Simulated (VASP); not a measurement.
# Settings for Rh: relaxation of the cell

Rh, Fm-3m (no. 225), 1 atom in the cell. MS2; PAW potentials Rh_pv (PBE set). VASP 6.6.1. The cell is changed on purpose: volume scaled by 1.03.

Wanted: cell volume within 0.2 %; lattice lengths within 0.1 %; shortest distances from each atom, periodic images included within 0.005 Å.

What the run is for: cell; Accuracy asked: standard.

The series start from Plane-wave cutoff (eV): 370; Smearing width (eV): 0.1; k-point mesh: 13 × 13 × 13; Relaxation passes: 2; Ionic threshold (EDIFFG): -0.005; Electronic threshold (eV): 1e-6; Precision mode (PREC): Accurate; Relaxation algorithm: IBRION=2 POTIM=0.5. Each series keeps the choices made before it, and each single choice may use up half of a tolerance. Times cover all steps of a run.

## Plane-wave cutoff (eV)

| Plane-wave cutoff (eV) | Cell volume (Å³) | Lattice lengths, largest deviation against the largest value | Shortest distances from each atom, periodic images included, largest deviation (Å) | Time (s) |
|---|---|---|---|---|
| 240 | 12.97 | 1.7 % | 0.0461 | 62 |
| 280 | 13.62 | 0.089 % | 0.0024 | 51 |
| 320 | 13.6 | 0.15 % | 0.0041 | 49 |
| 370 | 13.57 | 0.22 % | 0.0060 | 97 |
| 430 | 13.64 | 0.055 % | 0.0015 | 96 |
| 510 | 13.67 | 0.016 % | 0.0004 | 94 |
| 640 (reference) | 13.66 | 0 % | 0.0000 | 104 |

Chosen: 510, the loosest value from which every tighter one stays within half of the tolerance.

## Smearing width (eV)

| Smearing width (eV) | Cell volume (Å³) | Lattice lengths, largest deviation against the largest value | Shortest distances from each atom, periodic images included, largest deviation (Å) | Time (s) |
|---|---|---|---|---|
| 0.4 | 13.66 | 0.018 % | 0.0005 | 124 |
| 0.3 | 13.66 | 0.006 % | 0.0002 | 120 |
| 0.2 | 13.67 | 0.0041 % | 0.0001 | 91 |
| 0.15 | 13.67 | 0.0048 % | 0.0001 | 99 |
| 0.1 | 13.67 | 0.0045 % | 0.0001 | 94 |
| 0.05 (reference) | 13.67 | 0 % | 0.0000 | 139 |

Chosen: 0.4.

## k-point mesh

| k-point mesh | Cell volume (Å³) | Lattice lengths, largest deviation against the largest value | Shortest distances from each atom, periodic images included, largest deviation (Å) | Time (s) |
|---|---|---|---|---|
| 5 × 5 × 5 | 13.82 | 0.39 % | 0.0105 | 23 |
| 7 × 7 × 7 | 13.58 | 0.19 % | 0.0050 | 34 |
| 9 × 9 × 9 | 13.67 | 0.018 % | 0.0005 | 46 |
| 11 × 11 × 11 | 13.67 | 0.039 % | 0.0010 | 59 |
| 13 × 13 × 13 | 13.66 | 0.0045 % | 0.0001 | 124 |
| 16 × 16 × 16 (reference) | 13.66 | 0 % | 0.0000 | 200 |

Chosen: 13 × 13 × 13.

## Relaxation passes

| Relaxation passes | Cell volume (Å³) | Lattice lengths, largest deviation against the largest value | Shortest distances from each atom, periodic images included, largest deviation (Å) | Time (s) |
|---|---|---|---|---|
| 1 | 13.67 | 0.024 % | 0.0006 | 97 |
| 2 | 13.66 | 0 % | 0.0000 | 124 |
| 3 (reference) | 13.66 | 0 % | 0.0000 | 142 |

Chosen: 1.

## Ionic threshold (EDIFFG)

| Ionic threshold (EDIFFG) | Cell volume (Å³) | Lattice lengths, largest deviation against the largest value | Shortest distances from each atom, periodic images included, largest deviation (Å) | Time (s) |
|---|---|---|---|---|
| -0.05 | 13.67 | 0.011 % | 0.0003 | 48 |
| -0.02 | 13.67 | 0.011 % | 0.0003 | 48 |
| -0.01 | 13.65 | 0.038 % | 0.0010 | 79 |
| -0.005 | 13.67 | 0 % | 0.0000 | 97 |
| -0.002 (reference) | 13.67 | 0 % | 0.0000 | 99 |

Chosen: -0.005.

## Electronic threshold (eV)

| Electronic threshold (eV) | Cell volume (Å³) | Lattice lengths, largest deviation against the largest value | Shortest distances from each atom, periodic images included, largest deviation (Å) | Time (s) |
|---|---|---|---|---|
| 0.0001 | 13.67 | 0.029 % | 0.0008 | 119 |
| 1e-5 | 13.65 | 0.016 % | 0.0004 | 72 |
| 1e-6 | 13.67 | 0.031 % | 0.0008 | 97 |
| 1e-7 (reference) | 13.66 | 0 % | 0.0000 | 62 |

Chosen: 0.0001.

## Precision mode (PREC)

| Precision mode (PREC) | Cell volume (Å³) | Lattice lengths, largest deviation against the largest value | Shortest distances from each atom, periodic images included, largest deviation (Å) | Time (s) |
|---|---|---|---|---|
| Normal | 13.64 | 0.065 % | 0.0017 | 46 |
| Accurate (reference) | 13.67 | 0 % | 0.0000 | 119 |

Chosen: Accurate; the one before it in the list is off by more than half of the tolerance.

## Relaxation algorithm

| Relaxation algorithm | Cell volume (Å³) | Lattice lengths, largest deviation against the largest value | Shortest distances from each atom, periodic images included, largest deviation (Å) | Time (s) |
|---|---|---|---|---|
| IBRION=2 POTIM=0.5 | 13.67 | 0 % | 0.0000 | 119 |
| IBRION=2 POTIM=0.2 | 13.66 | 0.029 % | 0.0008 | 53 |
| IBRION=1 POTIM=0.5 | 13.64 | 0.075 % | 0.0020 | 108 |
| IBRION=1 POTIM=0.2 | 13.65 | 0.035 % | 0.0009 | 261 |

Chosen: IBRION=2 POTIM=0.2, the fastest of those that stay within half of the tolerance.

## All choices together

| Input | Cell volume (Å³) | Lattice lengths, largest deviation against the largest value | Shortest distances from each atom, periodic images included, largest deviation (Å) | Time (s) |
|---|---|---|---|---|
| the program's defaults (naive) | 13.22 | 1.1 % | 0.0292 | 3.7 |
| chosen settings | 13.66 | 0.011 % | 0.0003 | 53 |
| reference settings throughout | 13.66 | 0 % | 0.0000 | 254 |

The tolerance is met.

Values of the reference run: Lattice lengths: 2.683, 2.683, 2.683 Å; Shortest distances from each atom, periodic images included: 2.683, 2.683, 2.683, 2.683 Å.

## The input

INCAR.step1:
```
SYSTEM = Rh
METAGGA = MS2
ISMEAR = 1
SIGMA = 0.4
LWAVE = .False.
LCHARG = .False.
NSW = 80
PREC = Accurate
LASPH = .True.
LREAL = .False.
ALGO = Normal
EDIFF = 1E-4
NELM = 120
GGA_COMPAT = .False.
IBRION = 2
ISIF = 3
EDIFFG = -0.005
NELMIN = 4
ENCUT = 510
LMIXTAU = .True.
KPAR = 4
POTIM = 0.2
```

INCAR.step2, as INCAR.step1 but for:
```
- NSW = 80
- IBRION = 2
- ISIF = 3
- EDIFFG = -0.005
- NELMIN = 4
- POTIM = 0.2
+ ISIF = 2
```

KPOINTS:
```
Automatic mesh
0
Gamma
  13 13 13
  0 0 0
```

POSCAR.step1:
```
Rh
1.0
    0.0000000000      1.9166418162      1.9166418162
    1.9166418162      0.0000000000      1.9166418162
    1.9166418162      1.9166418162      0.0000000000
Rh
1
Direct
    0.0000000000      0.0000000000      0.0000000000
```

Commands (each step's output is kept before the next begins):
```
cat potpaw_PBE.64/Rh_pv/POTCAR > POTCAR
cp INCAR.step1 INCAR
cp POSCAR.step1 POSCAR
mpirun -np 4 vasp_std > vasp.out
cp CONTCAR POSCAR
cp INCAR.step2 INCAR
mpirun -np 4 vasp_std > vasp.out
```

The chosen input took VASP 6.6.1 53 s on 4 cores (AMD EPYC 9R45 (Zen 5)), a shared host.

## An input that fails: cell relaxed at a low cutoff

VASP's message: Orbital orthonormalization failed in the inversion of matrix LAPACK: Routine ZPOTRF failed! kpoint: 1 spin: 1 Possible solutions for this issue are: - Please check whether the atoms are too close to each other. - Decreasing POTIM might help during relaxations or MDs. - Deleting CHGCAR or WAVECAR if incompatible with the structure. - Try calculating without symmetrizing (ISYM = 0 or ISYM = -1). ….

Changes against the starting input:
```
(all steps)
- PREC = Accurate
- NELM = 120
- ENCUT = 370
+ PREC = Low
+ NELM = 94
+ ENCUT = 170
```
